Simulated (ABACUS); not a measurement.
# Mo (P-1) in ABACUS: reference runs

How does Mo come out in PBE? The cell is run as given.

Everything below comes from runs of ABACUS 3.10.1. Logs are shortened: lines on timing, memory, paths and dates and some standing lists are left out, and cuts for length are marked.

### Step 1. The cell of the first run

The typed cell holds 2 atoms: a = 2.850 Å, b = 2.850 Å, c = 4.030 Å, α = 90.00°, β = 90.00°, γ = 90.00°.

This isn't the form of Mo at room conditions, which is bcc.

### Step 2. Single point, PBE (a zone-boundary wave of random shape, sigma 0.15 Å)

The input, INPUT:

```
INPUT_PARAMETERS
suffix              Mo
calculation         scf
basis_type          pw
pseudo_dir          ./
symmetry            1
dft_functional      pbe
ecutwfc             81
pseudo_rcut         10
nspin               1
nbands              18
ks_solver           dav
smearing_method     fd
smearing_sigma      0.00367493
scf_thr             1e-08
scf_nmax            100
mixing_type         broyden
mixing_beta         0.7
cal_force           1
cal_stress          1
out_chg             1
out_pot             2
out_elf             1
```

The input, STRU:

```
ATOMIC_SPECIES
Mo 95.9500 Mo.upf

LATTICE_CONSTANT
1.8897261246

LATTICE_VECTORS
0.0000000000 -2.0150000000 -2.0150000000
0.0000000000 2.0150000000 -2.0150000000
4.0300000000 0.0000000000 0.0000000000

ATOMIC_POSITIONS
Direct

Mo
0.0
2
0.5973156900 0.4864330600 0.4883156200 1 1 1
0.9026843100 0.0135669400 0.0116843800 1 1 1
```

The input, KPT:

```
K_POINTS
0
Gamma
9 9 7 0 0 0
```

Potentials or basis: PseudoDojo NC SR 0.4.1 PBE standard, plane waves.

Run with:

```sh
$ OMP_NUM_THREADS=1 mpirun -np 4 abacus > log
```

running log:

```text
ABACUS v3.10.1

               Atomic-orbital Based Ab-initio Computation at UStc

 ------------------------------------------------------------------------------------

 READING GENERAL INFORMATION
                           global_out_dir = OUT.Mo/
                           global_in_card = INPUT
                               pseudo_dir = ./
                              orbital_dir =
                                    DSIZE = 4
                                    GSIZE = 1

 READING UNITCELL INFORMATION
                                    ntype = 1
                  lattice constant (Bohr) = 1.88973
              lattice constant (Angstrom) = 1

 READING ATOM TYPE 1
                               atom label = Mo
                      L=0, number of zeta = 1
                      L=1, number of zeta = 1
                      L=2, number of zeta = 1
             number of atom for this type = 2

                        TOTAL ATOM NUMBER = 2
DIRECT COORDINATES
    atom                   x                   y                   z     mag                  vx                  vy                  vz
taud_Mo1            0.5973156900        0.4864330600        0.4883156200  0.0000        0.0000000000        0.0000000000        0.0000000000
taud_Mo2            0.9026843100        0.0135669400        0.0116843800  0.0000        0.0000000000        0.0000000000        0.0000000000

                          Volume (Bohr^3) = 220.842
                             Volume (A^3) = 32.7254

 Lattice vectors: (Cartesian coordinate: in unit of a_0)
                   +0              -2.015              -2.015
                   +0              +2.015              -2.015
                +4.03                  +0                  +0
 Reciprocal vectors: (Cartesian coordinate: in unit of 2 pi/a_0)
                   +0           -0.248139           -0.248139
                   -0           +0.248139           -0.248139
            +0.248139                  -0                  +0
 The esolver type has been set to : ksdft_pw

                PAO radial cut off (Bohr) = 10

 Read in pseudopotential file is Mo.upf
                     pseudopotential type = NC
          exchange-correlation functional = PBE
                 nonlocal core correction = 1
                        valence electrons = 14
                                     lmax = 2
                           number of zeta = 4
                     number of projectors = 6
                           L of projector = 0
                           L of projector = 0
                           L of projector = 1
                           L of projector = 1
                           L of projector = 2
                           L of projector = 2
     initial pseudo atomic orbital number = 20

 SETUP THE ELECTRONS NUMBER
            electron number of element Mo = 14
      total electron number of element Mo = 28
            AUTOSET number of electrons:  = 28
                           occupied bands = 14
                                   NBANDS = 18
                                   NLOCAL = 18

%%%%%%%%%%%%%%%%%%%%%%%%%%%%%%%%%%%%%%%%%%%%%%%%%%%%%%%%%%%%%%%%%%%%%%%%%%%%%%%%%%%%%%%%%%%%%%%%%%%%%%%%%%
 Warning: the number of valence electrons in pseudopotential > 6 for Mo: [Kr] 4d5 5s1
 Pseudopotentials with additional electrons can yield (more) accurate outcomes, but may be less efficient.
 If you're confident that your chosen pseudopotential is appropriate, you can safely ignore this warning.
%%%%%%%%%%%%%%%%%%%%%%%%%%%%%%%%%%%%%%%%%%%%%%%%%%%%%%%%%%%%%%%%%%%%%%%%%%%%%%%%%%%%%%%%%%%%%%%%%%%%%%%%%%

 SETUP THE PLANE WAVE BASIS
 energy cutoff for charge/potential (unit:Ry) = 324
            fft grid for charge/potential = [ 32, 32, 45 ]
                        fft grid division = [ 1, 1, 1 ]
        big fft grid for charge/potential = [ 32, 32, 45 ]
                                     nbxx = 12288
                                     nrxx = 12288

 SETUP PLANE WAVES FOR CHARGE/POTENTIAL
                    number of plane waves = 21815
                         number of sticks = 749

 PARALLEL PW FOR CHARGE/POTENTIAL
     PROC   COLUMNS(POT)             PW
        1            187           5453
        2            187           5453
        3            187           5453
        4            188           5456
 --------------- sum -------------------
        4            749          21815
                            number of |g| = 392
                                  max |g| = 29.2471
                                  min |g| = 0

----------- Double Check Mixing Parameters Begin ------------
mixing_type: broyden
mixing_beta: 0.7
mixing_gg0: 1
mixing_gg0_min: 0.1
mixing_ndim: 8
----------- Double Check Mixing Parameters End ------------

 LATTICE VECTORS: (CARTESIAN COORDINATE: IN UNIT OF A0)
                   +0              -2.015              -2.015
                   +0              +2.015              -2.015
                +4.03                  +0                  +0
                       right hand lattice = 1
                                   NORM_A = 2.84964
                                   NORM_B = 2.84964
                                   NORM_C = 4.03
                           ALPHA (DEGREE) = 90
                           BETA  (DEGREE) = 90
                           GAMMA (DEGREE) = 90

 The lattice vectors have been changed (STRU_SIMPLE.cif)

(for optimal symmetric configuration:)
                             BRAVAIS TYPE = 5
                     BRAVAIS LATTICE NAME = 05. Tetrogonal P (simple)
                                    ibrav = 5
                                    IBRAV = 5
                                  BRAVAIS = SIMPLE TETROGONAL CELL
                       LATTICE CONSTANT A = 2.84964
                                C/A RATIO = 1.41421
Original cell was already a primitive cell.
                        ROTATION MATRICES = 16
              PURE POINT GROUP OPERATIONS = 1
                   SPACE GROUP OPERATIONS = 2
                              POINT GROUP = C_1
                                       C2 = 0
                                       C3 = 0
                                       C4 = 0
                                       C6 = 0
                                       S1 = 0
                                       S3 = 0
                                       S4 = 0
                                       S6 = 0
               POINT GROUP IN SPACE GROUP = S_2

 SETUP K-POINTS
                                    nspin = 1
                   Input type of k points = Monkhorst-Pack(Gamma)
                                   nkstot = 567
                       right hand lattice = 1
(for reciprocal lattice: )
                             BRAVAIS TYPE = 5
                     BRAVAIS LATTICE NAME = 05. Tetrogonal P (simple)
                                    ibrav = 5
                       right hand lattice = 1
(for k-lattice: )
                             BRAVAIS TYPE = 5
                     BRAVAIS LATTICE NAME = 05. Tetrogonal P (simple)
                                    ibrav = 5
                       right hand lattice = 1
                        ROTATION MATRICES = 16
                               nkstot_ibz = 284
K-POINTS REDUCTION ACCORDING TO SYMMETRY
     IBZ    DIRECT_X    DIRECT_Y    DIRECT_Z  WEIGHT  ibz2bz
       1  0.00000000  0.00000000  0.00000000  0.0018       0
       2  0.11111111  0.00000000  0.00000000  0.0035       1
       3  0.22222222  0.00000000  0.00000000  0.0035       2
       4  0.33333333  0.00000000  0.00000000  0.0035       3
       5  0.44444444  0.00000000  0.00000000  0.0035       4
       6  0.00000000  0.11111111  0.00000000  0.0035       9
[... 22 lines left out ...]
      29  0.44444444 -0.33333333  0.00000000  0.0035      32
      30 -0.33333333  0.33333333  0.00000000  0.0035      33
[... 254 further k points ...]

                               nkstot now = 284
[... K-POINTS DIRECT COORDINATES: 284 rows ...]

           k-point number in this process = 284
       minimum distributed K point number = 284
[... stars of the k points ...]

[... K-POINTS CARTESIAN COORDINATES: 284 rows ...]

[... K-POINTS DIRECT COORDINATES: 284 rows ...]

 SETUP PLANE WAVES FOR WAVE FUNCTIONS
     energy cutoff for wavefunc (unit:Ry) = 81
              fft grid for wave functions = [ 32, 32, 45 ]
                    number of plane waves = 3563
                         number of sticks = 221

 PARALLEL PW FOR WAVE FUNCTIONS
     PROC   COLUMNS(POT)             PW
        1             56            894
        2             55            889
        3             55            891
        4             55            889
 --------------- sum -------------------
        4            221           3563

 SETUP NONLOCAL PSEUDOPOTENTIALS IN PLANE WAVE BASIS
 Mo non-local projectors:
 projector 1 L=0
 projector 2 L=0
 projector 3 L=1
 projector 4 L=1
 projector 5 L=2
 projector 6 L=2
      TOTAL NUMBER OF NONLOCAL PROJECTORS = 36

 Init Non-Local PseudoPotential table :
 Init Non-Local-Pseudopotential done.

                                     npwx = 702

 Make real space PAO into reciprocal space.
       max mesh points in Pseudopotential = 1001
     dq(describe PAO in reciprocal space) = 0.01
                                    max q = 1084

 number of pseudo atomic orbitals for Mo is 4
WARNING: norm of atomic wavefunction # 3 of atomic type Mo is 0.999963, renormalized
WARNING: norm of atomic wavefunction # 4 of atomic type Mo is 0.999469, renormalized

 -------------------------------------------
 SELF-CONSISTENT
 -------------------------------------------
                                 init_chg = atomic

 PW ALGORITHM --------------- ION=   1  ELEC=   1--------------------------------
 Notice: Threshold on eigenvalues was too large.
 hsover_error=0.28 > DRHO=0.206825
 Origin diag ethr = 0.01
 New diag ethr = 0.000738662

 Density error is 0.208146288544
                          Error Threshold = 0.000738662346929
----------------------------------------------------------
     Energy           Rydberg                 eV
----------------------------------------------------------
 E_KohnSham     -280.9833716530      -3822.9748977329
 E_Harris       -285.1127244584      -3879.1576249375
 E_Fermi        1.5297428673         20.8132194701
----------------------------------------------------------
[... 63 lines left out ...]
 Density error is 8.99475211364e-10
                          Error Threshold = 1.78545696479e-10
----------------------------------------------------------
     Energy           Rydberg                 eV
----------------------------------------------------------
 E_KohnSham     -281.0275538224      -3823.5760269862
 E_KS(sigma->0) -281.0269685377      -3823.5680637789
 E_Harris       -281.0274984145      -3823.5752731225
 E_band         -9.5129021698        -129.4296740260
 E_one_elec     -44.9355518081       -611.3795473647
 E_Hartree      39.1261728722        532.3388919946
 E_xc           -41.2752344386       -561.5783746506
 E_Ewald        -233.9417698784      -3182.9410705510
 E_entropy(-TS) -0.0011705695        -0.0159264145
 E_descf        0.0000000000         0.0000000000
 E_exx          0.0000000000         0.0000000000
 E_Fermi        1.4724716077         20.0340040074
----------------------------------------------------------

 charge density convergence is achieved
 final etot is -3823.576027 eV
 EFERMI = 20.034004007 eV
The vacuum level is 12.435519437 eV

 STATE ENERGY(eV) AND OCCUPATIONS    NSPIN == 1
 1/284 kpoint (Cartesian) = 0.0000 0.0000 0.0000 (680 pws)
       1       -40.9083     0.00352734
       2       -40.4909     0.00352734
       3       -15.6295     0.00352734
       4       -14.7866     0.00352734
       5       -14.5772     0.00352734
       6       -14.4155     0.00352734
[... 10 lines left out ...]
      17        22.3271    4.26442e-23
      18        22.9849    8.25097e-29
[... 83 lines left out ...]
       2       -40.4949     0.00705467
       3       -15.5800     0.00705467
       4       -14.8603     0.00705467
       5       -14.5797     0.00705467
       6       -14.4050     0.00705467
[... 10 lines left out ...]
      17        22.2820    2.10127e-22
      18        22.6548    1.21488e-25

[... levels at 278 further k points ...]

------------------------------------------------------------------------------------------
 TOTAL-FORCE (eV/Angstrom)
------------------------------------------------------------------------------------------
                       Mo1         0.5573996700         0.7847924367         0.5699533614
                       Mo2        -0.5573996700        -0.7847924367        -0.5699533614
------------------------------------------------------------------------------------------

----------------------------------------------------------------
 TOTAL-STRESS (KBAR)
----------------------------------------------------------------
        99.0375286181        -8.1208302858        -2.9629179172
        -8.1208302858        31.0174265077      -136.5471056139
        -2.9629179172      -136.5471056139        54.8743291751
----------------------------------------------------------------
 TOTAL-PRESSURE: 61.643095 KBAR

 --------------------------------------------
 !FINAL_ETOT_IS -3823.5760269861957568 eV
 --------------------------------------------
```

Wall time 45 s (4 MPI ranks of AMD EPYC 7B13 (Zen 3), shared host); peak memory 0.44 GiB.

Results:

```yaml
Free_energy: -3823.5760 eV
Pressure: 6.2 GPa
Largest_force: 1.119 eV/Å
Band_gap_on_the_k_mesh: none (metal or under the smearing width)
```

Forces in eV/Å, atoms in the order of the input:
```
Mo   0.557  0.785  0.570
Mo  -0.557 -0.785 -0.570
```

Caveat: forces of over 1 eV/Å show positions far from the minimum, so gaps and moduli don't describe the material at rest.
